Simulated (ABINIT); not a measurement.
NaF (Villiaumite):

```
Na F
1.0
     0.00000    2.32000    2.32000
     2.32000    0.00000    2.32000
     2.32000    2.32000    0.00000
Na F
1 1
Direct
  0.00000 0.00000 0.00000
  0.50000 0.50000 0.50000
```

Base run:

| Quantity | Value |
| --- | --- |
| Program | ABINIT 10.8.3 (patched build) |
| Functional | TB-mBJ |
| Potentials or basis | JTH PAW LDA v2.0 |
| Cutoff | 1306 eV |
| k mesh | 10 × 10 × 10 |
| Occupations | fermi-dirac, width 0.05 eV |
| Spin | no spin polarisation |

Its results: band gap on the k mesh 11.09 eV, direct.

**Question.** The run is repeated on the same cell with these changes: functional from TB-mBJ to PBEsol; potentials or basis from JTH PAW LDA v2.0 to PseudoDojo NC SR PBEsol v0.4.1 standard; cutoff from 1306 eV to 1197 eV. What comes out?

**Answer.** Band gap on the k mesh 6.18 eV, direct.

Caveats: the constant c of TB-mBJ comes from the pseudo density here, which moves gaps by up to 0.3 eV between sets of potentials (some runs).
